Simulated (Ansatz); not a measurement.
# Preparing GaN (P6_3mc) as a host crystal, part 3 of 3

Aim: the runs on the perfect crystal GaN (P6_3mc) that a defect calculation needs first.

Ansatz 0.2.0; plane-wave PAW DFT, r2SCAN; relaxation of the host's cell and atoms; PAW set soft_1 (the session's first sound run).

So far. Step 3 (Dielectric tensors of the host): The principal values of the electronic dielectric tensor are 5.83, 5.83 and 6.02. The principal values of the static dielectric tensor are 10.10, 10.10 and 11.19.

**8. Defect free supercell at the quarter point**

Level of this step: plane-wave PAW DFT, r2SCAN; single point of the defect-free host, a test of the k-point sampling; PAW set soft_1 (Ansatz).

The supercell is run at one point off the zone centre, to see how far that sampling misses the dense mesh.

Contents of pristine.sampling_quarter/input.yaml:

```yaml
crystal:
  lattice:
    - [9.5498178172, 0.0, 0.0]
    - [-4.7749089086, 8.2703848312, 0.0]
    - [0.0, 0.0, 10.3676634614]
  atoms:
    - { symbol: Ga, position: [0.2222222222, 0.1111111111, 0.2495531182] }
    - { symbol: Ga, position: [0.1111111111, 0.2222222222, 0.4995531182] }
    - { symbol: "N", position: [0.2222222222, 0.1111111111, 0.4379468818] }
    - { symbol: "N", position: [0.1111111111, 0.2222222222, 0.1879468818] }
    - { symbol: Ga, position: [0.2222222222, 0.1111111111, 0.7495531182] }
    - { symbol: Ga, position: [0.1111111111, 0.2222222222, 0.9995531182] }
    - { symbol: "N", position: [0.2222222222, 0.1111111111, 0.9379468818] }
    - { symbol: "N", position: [0.1111111111, 0.2222222222, 0.6879468818] }
    - { symbol: Ga, position: [0.2222222222, 0.4444444444, 0.2495531182] }
    - { symbol: Ga, position: [0.1111111111, 0.5555555556, 0.4995531182] }
    - { symbol: "N", position: [0.2222222222, 0.4444444444, 0.4379468818] }
    - { symbol: "N", position: [0.1111111111, 0.5555555556, 0.1879468818] }
    - { symbol: Ga, position: [0.2222222222, 0.4444444444, 0.7495531182] }
    - { symbol: Ga, position: [0.1111111111, 0.5555555556, 0.9995531182] }
    - { symbol: "N", position: [0.2222222222, 0.4444444444, 0.9379468818] }
    - { symbol: "N", position: [0.1111111111, 0.5555555556, 0.6879468818] }
    - { symbol: Ga, position: [0.2222222222, 0.7777777778, 0.2495531182] }
    - { symbol: Ga, position: [0.1111111111, 0.8888888889, 0.4995531182] }
    - { symbol: "N", position: [0.2222222222, 0.7777777778, 0.4379468818] }
    - { symbol: "N", position: [0.1111111111, 0.8888888889, 0.1879468818] }
    - { symbol: Ga, position: [0.2222222222, 0.7777777778, 0.7495531182] }
    - { symbol: Ga, position: [0.1111111111, 0.8888888889, 0.9995531182] }
    - { symbol: "N", position: [0.2222222222, 0.7777777778, 0.9379468818] }
    - { symbol: "N", position: [0.1111111111, 0.8888888889, 0.6879468818] }
    - { symbol: Ga, position: [0.5555555556, 0.1111111111, 0.2495531182] }
    - { symbol: Ga, position: [0.4444444444, 0.2222222222, 0.4995531182] }
    - { symbol: "N", position: [0.5555555556, 0.1111111111, 0.4379468818] }
    - { symbol: "N", position: [0.4444444444, 0.2222222222, 0.1879468818] }
    - { symbol: Ga, position: [0.5555555556, 0.1111111111, 0.7495531182] }
    - { symbol: Ga, position: [0.4444444444, 0.2222222222, 0.9995531182] }
    - { symbol: "N", position: [0.5555555556, 0.1111111111, 0.9379468818] }
    - { symbol: "N", position: [0.4444444444, 0.2222222222, 0.6879468818] }
    - { symbol: Ga, position: [0.5555555556, 0.4444444444, 0.2495531182] }
    - { symbol: Ga, position: [0.4444444444, 0.5555555556, 0.4995531182] }
    - { symbol: "N", position: [0.5555555556, 0.4444444444, 0.4379468818] }
    - { symbol: "N", position: [0.4444444444, 0.5555555556, 0.1879468818] }
    - { symbol: Ga, position: [0.5555555556, 0.4444444444, 0.7495531182] }
    - { symbol: Ga, position: [0.4444444444, 0.5555555556, 0.9995531182] }
    - { symbol: "N", position: [0.5555555556, 0.4444444444, 0.9379468818] }
    - { symbol: "N", position: [0.4444444444, 0.5555555556, 0.6879468818] }
    - { symbol: Ga, position: [0.5555555556, 0.7777777778, 0.2495531182] }
    - { symbol: Ga, position: [0.4444444444, 0.8888888889, 0.4995531182] }
    - { symbol: "N", position: [0.5555555556, 0.7777777778, 0.4379468818] }
    - { symbol: "N", position: [0.4444444444, 0.8888888889, 0.1879468818] }
    - { symbol: Ga, position: [0.5555555556, 0.7777777778, 0.7495531182] }
    - { symbol: Ga, position: [0.4444444444, 0.8888888889, 0.9995531182] }
    - { symbol: "N", position: [0.5555555556, 0.7777777778, 0.9379468818] }
    - { symbol: "N", position: [0.4444444444, 0.8888888889, 0.6879468818] }
    - { symbol: Ga, position: [0.8888888889, 0.1111111111, 0.2495531182] }
    - { symbol: Ga, position: [0.7777777778, 0.2222222222, 0.4995531182] }
    - { symbol: "N", position: [0.8888888889, 0.1111111111, 0.4379468818] }
    - { symbol: "N", position: [0.7777777778, 0.2222222222, 0.1879468818] }
    - { symbol: Ga, position: [0.8888888889, 0.1111111111, 0.7495531182] }
    - { symbol: Ga, position: [0.7777777778, 0.2222222222, 0.9995531182] }
    - { symbol: "N", position: [0.8888888889, 0.1111111111, 0.9379468818] }
    - { symbol: "N", position: [0.7777777778, 0.2222222222, 0.6879468818] }
    - { symbol: Ga, position: [0.8888888889, 0.4444444444, 0.2495531182] }
    - { symbol: Ga, position: [0.7777777778, 0.5555555556, 0.4995531182] }
    - { symbol: "N", position: [0.8888888889, 0.4444444444, 0.4379468818] }
    - { symbol: "N", position: [0.7777777778, 0.5555555556, 0.1879468818] }
    - { symbol: Ga, position: [0.8888888889, 0.4444444444, 0.7495531182] }
    - { symbol: Ga, position: [0.7777777778, 0.5555555556, 0.9995531182] }
    - { symbol: "N", position: [0.8888888889, 0.4444444444, 0.9379468818] }
    - { symbol: "N", position: [0.7777777778, 0.5555555556, 0.6879468818] }
    - { symbol: Ga, position: [0.8888888889, 0.7777777778, 0.2495531182] }
    - { symbol: Ga, position: [0.7777777778, 0.8888888889, 0.4995531182] }
    - { symbol: "N", position: [0.8888888889, 0.7777777778, 0.4379468818] }
    - { symbol: "N", position: [0.7777777778, 0.8888888889, 0.1879468818] }
    - { symbol: Ga, position: [0.8888888889, 0.7777777778, 0.7495531182] }
    - { symbol: Ga, position: [0.7777777778, 0.8888888889, 0.9995531182] }
    - { symbol: "N", position: [0.8888888889, 0.7777777778, 0.9379468818] }
    - { symbol: "N", position: [0.7777777778, 0.8888888889, 0.6879468818] }
basis:
  ecutwfc: 500
  xc_grid: 2
hamiltonian:
  xc: r2scan
  pseudopotentials: { kind: paw, azcp: { folder: soft_1 } }
kpoints:
  mp_grid: { grid: [1, 1, 1], shift: [0.25, 0.25, 0.25] }
scf:
  occupations: { method: fermi_dirac, width: 0.01 }
  max_iter: 100
  lower_state_search: "off"
checkpoint:
  write: "../pristine.sampling_quarter.run"
  compress: false
  write_wavefunctions: false
  write_every: 100000
```

On the command line:

```
ansatz run input.yaml --threads 32 --pin off --max-ram 84787MiB --backend cuda --events-out ev --progress --plain --runs-dir out --max-vram 78GiB
```

Numbers of over 12 decimals in the logs are rounded to 6 here.

The log of the run:

```text
[...]
GPU FFT provider: cuFFT
GPU libraries: cuBLAS 13.8.1, cuFFT 12.4.0, cuSOLVER 12.3.2
[...]
Crystal: 72 atoms, lattice volume = 818.845 Å³
Basis set: ecut = 500 eV, 20899 PW (Γ), exchange–correlation on 144×144×160 points (8 copies of the dense FFT grid, shifted against one another)
Bands: 396, of which v1, the nominal top of the filled ones, is band 324 counted from 1 (323 counted from 0)
Symmetry: 36 space group operations
k-points: 1
[...]
GPU buffer pool allocated for 414720 grid points (all kernels)
[...]
SCF iter   1: F=-150320.435810 eV  HF=-150368.505536 eV  |Δ(HF+E_count)|=         —  Δρ=1.15e-1  dr2=8.74e1  dr2_τ=1.02e1  Hψ=1353
[...]
SCF iter  10: F=-150351.680114 eV  HF=-150351.680114 eV  |Δ(HF+E_count)|=   5.05e-8  Δρ=7.37e-7  dr2=3.99e-9  dr2_τ=8.35e-11  Hψ=703
SCF 1 converged in 10 iterations: F = -150351.680114 eV  dr2 = 3.99e-9
[...]
SCF converged after 10 iterations
Free energy (F): -150351.680114 eV
[...]
Internal energy: -150351.680114 eV  (E = F + TS)
E sigma→0 (E₀):  -150351.680114 eV
Fermi energy:    11.224392 eV
[...]
```

Wall time 1.6 s (1 × NVIDIA GB200 with 32 threads of Arm Neoverse V2, shared host); peak memory 1.4 GiB; 3.5 s of CPU time.

**9. Outcome**

| Item | Value |
| --- | --- |
| primitive cell vectors, lengths | 3.183, 3.183, 5.184 Å |
| electronic dielectric constant | principal values (5.83, 5.83, 6.02) |
| static dielectric constant | principal values (10.10, 10.10, 11.19) |
| gap on the k-mesh of the response run (PBEsol) | 1.88 eV |
| supercell relaxed in its symmetry less the displaced and relaxed one | 0.000 eV |
| energy an atom at the zone centre alone less that on the dense mesh | 0.072 eV |
| energy an atom at one point at (¼, ¼, ¼) less that on the dense mesh | -0.023 eV |

**Reading.** Step 5: The energy fell by 2.386 eV from the randomly displaced start; the atoms end within 0.005 Å of the sites as typed, once the mean shift is taken out. The displaced cell ends within 0.01 eV of the symmetric one relaxed in its symmetry, so no lower structure shows in this supercell. The k-mesh can miss the band edges, so this gap is an upper bound at this level. All at zero temperature.

[Logs are printed without paths, hosts, clocks, repeated set-up lines and the standing remarks that a program may print on its own settings, such as how far it seeks lower states.]

[Hosts, paths, dates, database ids (printed as entryN), source tags and the programs' standing remarks are cut or masked in the printed files.]

[Runs of the host that timed out are not shown.]

[For some hosts the program warned that the k-mesh of the response run may be too coarse for force constants and the static dielectric constant; such warnings are not always shown.]

[The program warned that the k-mesh of a response run behind this text may be too coarse: force constants, and the static dielectric constant and all else formed from them, are not shown converged.]
